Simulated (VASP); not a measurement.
# What goes wrong when the modes of TiO2 (Anatase) are computed with a bad input

Aim: see how common mistakes in a phonon run show up, on TiO2 (Anatase). The starting structure is a measured crystal structure from the Crystallography Open Database.

Calculated with VASP 6.6.1; Kohn-Sham DFT with plane waves and PAW; LDA.

## 1. Set-up

It takes space group I4_1/amd (No. 141, tetragonal). The conventional cell has a = 3.784 Å, b = 3.784 Å, c = 9.515 Å, α = 90.00°, β = 90.00°, γ = 90.00°. Ti has 6 O at 1.93 to 1.98 Å nearest. Nearest to O lie 3 Ti at 1.93 to 1.98 Å. Farther neighbours and most contacts between anions are not listed.

## 2. Reference modes

The cell comes from a relaxation at this level, not shown (66.44 Å³).

File INCAR:

```
SYSTEM = TiO2
PREC = Accurate
ENCUT = 520
EDIFF = 1E-08
NELM = 100
ISMEAR = 0
SIGMA = 0.03
LREAL = .FALSE.
ALGO = Normal
GGA = CA
NBANDS = 30
LASPH = .TRUE.
LORBIT = 11
LWAVE = .FALSE.
LCHARG = .FALSE.
KPAR = 8
IBRION = 6
NFREE = 2
POTIM = 0.015
NSW = 1
ISIF = 2
```

File POSCAR:

```
TiO2
1.0
   -3.7472821045      0.0000000000      0.0000000000
    0.0000000000      3.7472821045      0.0000000000
    1.8736410522     -1.8736410522     -4.7317031800
Ti O
2 4
Direct
    0.7500000000      0.2500000000      0.5000000000
    0.0000000000      0.0000000000      0.0000000000
    0.2081227003      0.2081227003      0.4162454006
    0.9581227003      0.4581227003      0.9162454006
    0.5418772997      0.0418772997      0.0837545994
    0.7918772997      0.7918772997      0.5837545994
```

File KPOINTS:

```
Automatic mesh
0
Gamma
6 6 6
0 0 0
```

Potentials, in the order of the species: Ti_sv and O (LDA family, release 64).

Command:

```bash
$ mpirun -np 8 vasp_std
```

The program printed:

```text
[banner, memory and clock lines left out]
running    8 mpi-ranks, on    1 nodes
 distrk:  each k-point on    1 cores,    8 groups
 distr:  one band on    1 cores,    1 groups

 POSCAR found type information on POSCAR TiO
 POSCAR found :  2 types and       6 ions
|                                                                             |
|           W    W    AA    RRRRR   N    N  II  N    N   GGGG   !!!           |
|           W    W   A  A   R    R  NN   N  II  NN   N  G    G  !!!           |
|           W    W  A    A  R    R  N N  N  II  N N  N  G       !!!           |
|           W WW W  AAAAAA  RRRRR   N  N N  II  N  N N  G  GGG   !            |
|           WW  WW  A    A  R   R   N   NN  II  N   NN  G    G                |
|           W    W  A    A  R    R  N    N  II  N    N   GGGG   !!!           |
|                                                                             |
|     For optimal performance we recommend to set                             |
|       NCORE = 2 up to number-of-cores-per-socket                            |
|     NCORE specifies how many cores store one orbital (NPAR=cpu/NCORE).      |
|     This setting can greatly improve the performance of VASP for DFT.       |
|     The default, NCORE=1 might be grossly inefficient on modern             |
|     multi-core architectures or massively parallel machines. Do your        |
|     Unfortunately you need to use the default for GW and RPA                |
|     calculations (for HF NCORE is supported but not extensively tested      |
|     yet).                                                                   |
|                                                                             |

 LDA part: xc-table for (Slater(with rela. corr.)+CA(PZ))
 , standard interpolation
 POSCAR, INCAR and KPOINTS ok, starting setup
 FFT: planning ... GRIDC
 FFT: planning ... GRID_SOFT
 FFT: planning ... GRID
 WAVECAR not read
 entering main loop
       N       E                     dE             d eps       ncg     rms          rms(c)
DAV:   1     0.668016143915E+03    0.66802E+03   -0.24760E+04  1800   0.185E+03
DAV:   2     0.298280948348E+02   -0.63819E+03   -0.60566E+03  2028   0.550E+02
DAV:   3    -0.705597994845E+02   -0.10039E+03   -0.98359E+02  2650   0.202E+02
DAV:   4    -0.752146674320E+02   -0.46549E+01   -0.46484E+01  2518   0.432E+01
DAV:   5    -0.753996437158E+02   -0.18498E+00   -0.18495E+00  2444   0.705E+00    0.326E+01
DAV:   6    -0.594359898812E+02    0.15964E+02   -0.10039E+02  2316   0.974E+01    0.117E+01
DAV:   7    -0.590622527835E+02    0.37374E+00   -0.15129E+01  2362   0.323E+01    0.886E+00
DAV:   8    -0.589381377893E+02    0.12411E+00   -0.27554E+00  2202   0.171E+01    0.326E+00
DAV:   9    -0.588347243969E+02    0.10341E+00   -0.71361E-01  2194   0.805E+00    0.988E-01
DAV:  10    -0.588403407398E+02   -0.56163E-02   -0.89028E-02  2150   0.244E+00    0.429E-01
DAV:  11    -0.588369170522E+02    0.34237E-02   -0.19219E-02  2106   0.894E-01    0.703E-02
DAV:  12    -0.588370303274E+02   -0.11328E-03   -0.16810E-03  2112   0.453E-01    0.120E-01
DAV:  13    -0.588369138523E+02    0.11648E-03   -0.40529E-04  2192   0.219E-01    0.258E-02
DAV:  14    -0.588369140067E+02   -0.15435E-06   -0.52287E-05  2474   0.659E-02    0.131E-02
DAV:  15    -0.588369133726E+02    0.63406E-06   -0.12411E-05  2354   0.376E-02    0.361E-03
DAV:  16    -0.588369132337E+02    0.13890E-06   -0.88155E-07  2292   0.101E-02    0.187E-03
DAV:  17    -0.588369132224E+02    0.11331E-07   -0.18563E-07  2068   0.394E-03    0.428E-04
DAV:  18    -0.588369132219E+02    0.48203E-09   -0.74430E-09   948   0.866E-04
   1 F= -.58836913E+02 E0= -.58836913E+02  d E =-.720195E-16
[... from here on, the cycles between the ionic steps are left out ...]
   2 F= -.58836318E+02 E0= -.58836318E+02  d E =-.136911E-16
   3 F= -.58836318E+02 E0= -.58836318E+02  d E =-.137207E-16
   4 F= -.58834943E+02 E0= -.58834943E+02  d E =-.648030E-16
   5 F= -.58834943E+02 E0= -.58834943E+02  d E =-.648169E-16
   6 F= -.58835068E+02 E0= -.58835068E+02  d E =-.309581E-16
   7 F= -.58835063E+02 E0= -.58835063E+02  d E =-.307543E-16
   8 F= -.58836544E+02 E0= -.58836544E+02  d E =-.102229E-15
   9 F= -.58836547E+02 E0= -.58836547E+02  d E =-.101801E-15
  10 F= -.58835403E+02 E0= -.58835403E+02  d E =-.229248E-18
 Finite differences progress:
  Degree of freedom:   5/  5
  Displacement:        1/  2
  Total:               9/ 10
 bond charge predicted
       N       E                     dE             d eps       ncg     rms          rms(c)
DAV:   1    -0.588327481967E+02    0.26551E-02   -0.41166E+00  2792   0.113E+01    0.307E-01
DAV:   2    -0.588360816782E+02   -0.33335E-02   -0.57268E-02  3432   0.234E+00    0.312E-01
DAV:   3    -0.588356877308E+02    0.39395E-03   -0.38533E-03  3620   0.656E-01    0.163E-01
DAV:   4    -0.588354160636E+02    0.27167E-03   -0.11584E-03  2998   0.270E-01    0.344E-02
DAV:   5    -0.588354246869E+02   -0.86233E-05   -0.20623E-04  3200   0.127E-01    0.184E-02
DAV:   6    -0.588354232491E+02    0.14378E-05   -0.17184E-05  3446   0.370E-02    0.112E-02
DAV:   7    -0.588354226283E+02    0.62081E-06   -0.43774E-06  3696   0.203E-02    0.465E-03
DAV:   8    -0.588354225328E+02    0.95463E-07   -0.13252E-06  3218   0.975E-03    0.153E-03
DAV:   9    -0.588354225105E+02    0.22360E-07   -0.23562E-07  3530   0.457E-03    0.683E-04
DAV:  10    -0.588354225132E+02   -0.27403E-08   -0.39418E-08  2098   0.192E-03
  11 F= -.58835423E+02 E0= -.58835423E+02  d E =-.133403E-14
 Finite differences progress:
  Degree of freedom:   5/  5
  Displacement:        2/  2
  Total:              10/ 10
```

It took 89 s on 8 MPI ranks of Intel Xeon 6975P-C (Granite Rapids), shared host; peak memory 3.1 GiB; 12 min of CPU time.

The logs omit lines about the potential files and the build; timing stands in the text.

OUTCAR, selected parts (step 2):

```text
ion  position               nearest neighbor table
   1  0.750  0.250  0.500-   3 1.92   6 1.92   6 1.92   3 1.92   4 1.97   5 1.97
   2  0.000  0.000  0.000-   4 1.92   5 1.92   5 1.92   4 1.92   6 1.97   3 1.97
   3  0.208  0.208  0.416-   1 1.92   1 1.92   2 1.97
   4  0.958  0.458  0.916-   2 1.92   2 1.92   1 1.97
   5  0.542  0.042  0.084-   2 1.92   2 1.92   1 1.97
   6  0.792  0.792  0.584-   1 1.92   1 1.92   2 1.97

  LATTYP: Found a body centered tetragonal cell.
 ALAT       =     3.7472821045
 C/A-ratio  =     2.5254053728

 Subroutine GETGRP returns: Found 16 space group operations
 (whereof  8 operations were pure point group operations)

The static configuration has the point symmetry D_2d.
 The point group associated with its full space group is D_4h.

 Found     30 irreducible k-points:

   k-points           NKPTS =     30   k-points in BZ     NKDIM =     30   number of bands    NBANDS=     30

   dimension x,y,z NGX =    28 NGY =   28 NGZ =   40
   dimension x,y,z NGXF=    56 NGYF=   56 NGZF=   80

   ENCUT  =  520.0 eV  38.22 Ry    6.18 a.u.   6.97  6.97 10.08*2*pi/ulx,y,z

   NELECT =      48.0000    total number of electrons

 k-points in reciprocal lattice and weights: Automatic mesh
   0.00000000  0.00000000  0.00000000       0.005
   0.16666667  0.00000000 -0.00000000       0.037
   0.33333333  0.00000000 -0.00000000       0.037
   0.50000000  0.00000000 -0.00000000       0.019
   0.16666667  0.16666667 -0.00000000       0.037
   0.33333333  0.16666667 -0.00000000       0.074
   0.50000000  0.16666667 -0.00000000       0.074
  -0.33333333  0.16666667  0.00000000       0.074
  -0.16666667  0.16666667  0.00000000       0.019
[...]
0.16666667  0.16666667  0.33333333       0.019
   0.00000000  0.00000000  0.50000000       0.005

 average (electrostatic) potential at core
       1 -76.9167       2 -76.9528       3 -71.2620       4 -71.2841       5 -71.2973
       6 -71.2768

 E-fermi :   3.4667

 k-point     1 :       0.0000    0.0000    0.0000
  band No.  band energies     occupation
    ...
     20       2.5413      2.00000
     21       2.5521      2.00000
     22       2.5633      2.00000
     23       2.8214      2.00000
     24       2.8301      2.00000
     25       5.3782      0.00000
     26       6.1739      0.00000
     27       7.3442      0.00000
     28       7.3688      0.00000
     29       7.4059      0.00000
    ...

 k-point     2 :       0.1667    0.0000   -0.0000
  band No.  band energies     occupation
    ...
     20       1.9742      2.00000
     21       2.2558      2.00000
     22       2.5294      2.00000
     23       2.5914      2.00000
     24       2.8493      2.00000
     25       5.9925      0.00000
     26       6.2968      0.00000
     27       6.8162      0.00000
     28       7.0665      0.00000
     29       7.3075      0.00000
    ...

 k-point     3 :       0.3333    0.0000   -0.0000
  band No.  band energies     occupation
    ...
     20       1.4146      2.00000
     21       1.5586      2.00000
     22       2.4056      2.00000
     23       2.5237      2.00000
     24       2.7256      2.00000
     25       6.4356      0.00000
     26       6.7687      0.00000
     27       6.9425      0.00000
     28       6.9942      0.00000
     29       7.2991      0.00000
    ...

  Total        0.0219068      0.0037910     -0.2806377      0.0000000      0.0000000     -0.0000000
  in kB        0.5282491      0.0914143     -6.7671576      0.0000000      0.0000000     -0.0000000
  external PRESSURE =      -2.0491647 kB  Pullay stress =       0.0000000 kB

  energy-cutoff  :      520.00
  volume of cell :       66.44
      direct lattice vectors                 reciprocal lattice vectors
    -3.747282104  0.000000000  0.000000000    -0.266860079  0.000000000 -0.105670195
     0.000000000  3.747282104  0.000000000     0.000000000  0.266860079 -0.105670195
     1.873641052 -1.873641052 -4.731703180     0.000000000  0.000000000 -0.211340391

 POSITION                                       TOTAL-FORCE (eV/Angst)
 -----------------------------------------------------------------------------------
     -1.87364      0.00000     -2.36585        -0.000000      0.000000     -0.031189
      0.00000      0.00000      0.00000        -0.000000      0.000000     -0.028166
     -0.00000      0.00000     -1.98455         0.000000     -0.000000      0.194918
     -1.87364      0.00000     -4.33540        -0.000000      0.000000     -0.043047
     -1.87364      0.00000     -0.39630        -0.000000      0.000000     -0.036378
     -1.87364      1.87364     -2.76215        -0.000000      0.000000     -0.056137
 -----------------------------------------------------------------------------------
    total drift:                               -0.000010      0.000012     -0.000510

  FREE ENERGIE OF THE ION-ELECTRON SYSTEM (eV)
  ---------------------------------------------------
  free  energy   TOTEN  =       -58.8354225132 eV

  energy  without entropy=      -58.8354225132  energy(sigma->0) =      -58.83542251

 Eigenvectors and eigenvalues of the dynamical matrix
 ----------------------------------------------------

   1 f  =   19.291139 THz   121.209799 2PiTHz  643.483123 cm-1    79.781703 meV
             X         Y         Z           dx          dy          dz
     -1.873641  0.000000 -2.365852    -0.058197   -0.027175   -0.000000
      0.000000  0.000000  0.000000     0.058197    0.027175    0.000000
     -0.000000  0.000000 -1.969550     0.633258   -0.036444    0.000000
     -1.873641  0.000000 -4.335401     0.078045   -0.295702    0.000000
     -1.873641  0.000000 -0.396302    -0.633258    0.036444   -0.000000
     -1.873641  1.873641 -2.762153    -0.078045    0.295702   -0.000000

   2 f  =   19.291139 THz   121.209799 2PiTHz  643.483123 cm-1    79.781703 meV
             X         Y         Z           dx          dy          dz
     -1.873641  0.000000 -2.365852    -0.027175    0.058197   -0.000000
      0.000000  0.000000  0.000000     0.027175   -0.058197    0.000000
     -0.000000  0.000000 -1.969550     0.295702    0.078045    0.000000
     -1.873641  0.000000 -4.335401     0.036444    0.633258   -0.000000
     -1.873641  0.000000 -0.396302    -0.295702   -0.078045   -0.000000
     -1.873641  1.873641 -2.762153    -0.036444   -0.633258    0.000000

   3 f  =   16.447418 THz   103.342178 2PiTHz  548.626825 cm-1    68.021026 meV
             X         Y         Z           dx          dy          dz
     -1.873641  0.000000 -2.365852     0.000000    0.000000   -0.000000
      0.000000  0.000000  0.000000     0.000000    0.000000   -0.000000
     -0.000000  0.000000 -1.969550    -0.000000    0.000000   -0.500000
     -1.873641  0.000000 -4.335401     0.000000   -0.000000    0.500000
     -1.873641  0.000000 -0.396302    -0.000000    0.000000   -0.500000
     -1.873641  1.873641 -2.762153     0.000000   -0.000000    0.500000

   4 f  =   15.810166 THz    99.338200 2PiTHz  527.370357 cm-1    65.385562 meV
             X         Y         Z           dx          dy          dz
     -1.873641  0.000000 -2.365852     0.000000    0.000000   -0.000000
      0.000000  0.000000  0.000000    -0.000000   -0.000000   -0.000000
     -0.000000  0.000000 -1.969550    -0.000000   -0.000000    0.500000
     -1.873641  0.000000 -4.335401     0.000000    0.000000    0.500000
     -1.873641  0.000000 -0.396302     0.000000    0.000000   -0.500000
     -1.873641  1.873641 -2.762153    -0.000000   -0.000000   -0.500000

   5 f  =   15.114451 THz    94.966899 2PiTHz  504.163832 cm-1    62.508320 meV
             X         Y         Z           dx          dy          dz
     -1.873641  0.000000 -2.365852     0.000000   -0.000000    0.010956
      0.000000  0.000000  0.000000    -0.000000    0.000000   -0.010956
     -0.000000  0.000000 -1.969550    -0.000000   -0.000000    0.499940
     -1.873641  0.000000 -4.335401    -0.000000   -0.000000   -0.499940
     -1.873641  0.000000 -0.396302     0.000000    0.000000   -0.499940
     -1.873641  1.873641 -2.762153     0.000000    0.000000    0.499940

   6 f  =   13.513913 THz    84.910419 2PiTHz  450.775614 cm-1    55.889028 meV
             X         Y         Z           dx          dy          dz
     -1.873641  0.000000 -2.365852     0.147421   -0.072907    0.000000
      0.000000  0.000000  0.000000     0.147421   -0.072907    0.000000
     -0.000000  0.000000 -1.969550    -0.544214   -0.143197    0.000000
     -1.873641  0.000000 -4.335401     0.289551    0.269141   -0.000000
     -1.873641  0.000000 -0.396302    -0.544214   -0.143197    0.000000
     -1.873641  1.873641 -2.762153     0.289551    0.269141   -0.000000

   7 f  =   13.513913 THz    84.910419 2PiTHz  450.775614 cm-1    55.889028 meV
             X         Y         Z           dx          dy          dz
     -1.873641  0.000000 -2.365852    -0.072907   -0.147421    0.000000
      0.000000  0.000000  0.000000    -0.072907   -0.147421    0.000000
     -0.000000  0.000000 -1.969550     0.269141   -0.289551   -0.000000
     -1.873641  0.000000 -4.335401    -0.143197    0.544214    0.000000
     -1.873641  0.000000 -0.396302     0.269141   -0.289551   -0.000000
     -1.873641  1.873641 -2.762153    -0.143197    0.544214    0.000000

   8 f  =   11.590598 THz    72.825873 2PiTHz  386.620723 cm-1    47.934839 meV
             X         Y         Z           dx          dy          dz
     -1.873641  0.000000 -2.365852     0.000000   -0.000000    0.707022
      0.000000  0.000000  0.000000    -0.000000    0.000000   -0.707022
     -0.000000  0.000000 -1.969550     0.000000    0.000000   -0.007747
     -1.873641  0.000000 -4.335401     0.000000    0.000000    0.007747
     -1.873641  0.000000 -0.396302    -0.000000   -0.000000    0.007747
     -1.873641  1.873641 -2.762153    -0.000000   -0.000000   -0.007747

   9 f  =   10.537841 THz    66.211209 2PiTHz  351.504544 cm-1    43.580989 meV
             X         Y         Z           dx          dy          dz
     -1.873641  0.000000 -2.365852    -0.000000    0.000000   -0.447802
      0.000000  0.000000  0.000000    -0.000000    0.000000   -0.447802
     -0.000000  0.000000 -1.969550    -0.000000   -0.000000    0.386958
     -1.873641  0.000000 -4.335401     0.000000    0.000000    0.386958
     -1.873641  0.000000 -0.396302    -0.000000   -0.000000    0.386958
     -1.873641  1.873641 -2.762153     0.000000    0.000000    0.386958

  10 f  =    7.407088 THz    46.540105 2PiTHz  247.073854 cm-1    30.633240 meV
             X         Y         Z           dx          dy          dz
     -1.873641  0.000000 -2.365852     0.183470    0.374127    0.000000
      0.000000  0.000000  0.000000     0.183470    0.374127    0.000000
     -0.000000  0.000000 -1.969550    -0.077604   -0.487908   -0.000000
     -1.873641  0.000000 -4.335401    -0.239268   -0.158247   -0.000000
     -1.873641  0.000000 -0.396302    -0.077604   -0.487908   -0.000000
     -1.873641  1.873641 -2.762153    -0.239268   -0.158247   -0.000000

  11 f  =    7.407088 THz    46.540105 2PiTHz  247.073854 cm-1    30.633240 meV
             X         Y         Z           dx          dy          dz
     -1.873641  0.000000 -2.365852     0.374127   -0.183470   -0.000000
      0.000000  0.000000  0.000000     0.374127   -0.183470   -0.000000
     -0.000000  0.000000 -1.969550    -0.158247    0.239268    0.000000
     -1.873641  0.000000 -4.335401    -0.487908    0.077604    0.000000
     -1.873641  0.000000 -0.396302    -0.158247    0.239268    0.000000
     -1.873641  1.873641 -2.762153    -0.487908    0.077604    0.000000

  12 f  =    4.919832 THz    30.912218 2PiTHz  164.107940 cm-1    20.346782 meV
             X         Y         Z           dx          dy          dz
     -1.873641  0.000000 -2.365852     0.121285   -0.019996   -0.000000
      0.000000  0.000000  0.000000    -0.121285    0.019996    0.000000
     -0.000000  0.000000 -1.969550     0.095010   -0.112187   -0.000000
     -1.873641  0.000000 -4.335401    -0.680465    0.015664    0.000000
     -1.873641  0.000000 -0.396302    -0.095010    0.112187    0.000000
     -1.873641  1.873641 -2.762153     0.680465   -0.015664   -0.000000

  13 f  =    4.919832 THz    30.912218 2PiTHz  164.107940 cm-1    20.346782 meV
             X         Y         Z           dx          dy          dz
     -1.873641  0.000000 -2.365852     0.019996    0.121285    0.000000
      0.000000  0.000000  0.000000    -0.019996   -0.121285   -0.000000
     -0.000000  0.000000 -1.969550     0.015664    0.680465    0.000000
     -1.873641  0.000000 -4.335401    -0.112187   -0.095010    0.000000
     -1.873641  0.000000 -0.396302    -0.015664   -0.680465   -0.000000
     -1.873641  1.873641 -2.762153     0.112187    0.095010   -0.000000
    [... 42 further lines ...]
     -1.873641  0.000000 -4.335401     0.187156    0.255557    0.000000
     -1.873641  0.000000 -0.396302     0.187136    0.255585    0.000000
     -1.873641  1.873641 -2.762153     0.187156    0.255557    0.000000

 ELASTIC MODULI CONTR FROM IONIC RELAXATION (kBar)
 Direction    XX          YY          ZZ          XY          YZ          ZX
 --------------------------------------------------------------------------------
 XX       -1227.3383   1216.8573    109.9833      0.0000     -0.0000     -0.0000
 YY        1216.8573  -1227.3383    109.9833      0.0000      0.0000      0.0000
 ZZ         109.9833    109.9833  -2308.2472      0.0000      0.0000     -0.0000
 XY           0.0000      0.0000      0.0000     -0.0000     -0.0000      0.0000
 YZ          -0.0000      0.0000      0.0000     -0.0000   -582.1305      0.0000
 ZX          -0.0000      0.0000     -0.0000      0.0000      0.0000   -582.1303
 --------------------------------------------------------------------------------

 total charge
# of ion       s       p       d       tot
------------------------------------------
    1        2.236   6.324   1.814  10.374
    2        2.236   6.324   1.814  10.374
    3        1.562   3.495   0.000   5.057
    4        1.562   3.495   0.000   5.057
    5        1.562   3.495   0.000   5.057
    6        1.562   3.495   0.000   5.057
--------------------------------------------------
tot         10.722  26.627   3.627  40.976

[... 3 further parts left out ...]
```

The last energy, forces, stress and levels in OUTCAR belong to the last displaced cell, not to the cell of POSCAR.

Reference: the zone-centre modes are at the top Eg (3) 643.5, B2u 548.6, A1g 527.4, B1g (2) 504.2 cm⁻¹, at the bottom A2u 351.5, Eu (1) 247.1, Eg (2) 164.1, Eg (1) 158.1 cm⁻¹, with 2 more of the listed ones between.

(Part 1 of 2 ends here.)

[Lines on the potential files, build, host, timing and source positions are cut from VASP's logs without a mark.]

[Logs are printed without paths, hosts, clocks, repeated set-up lines and the standing remarks that a program may print on its own settings, such as how far it seeks lower states.]

[Hosts, paths, dates, database ids (printed as entryN), source tags and the programs' standing remarks are cut or masked in the printed files.]
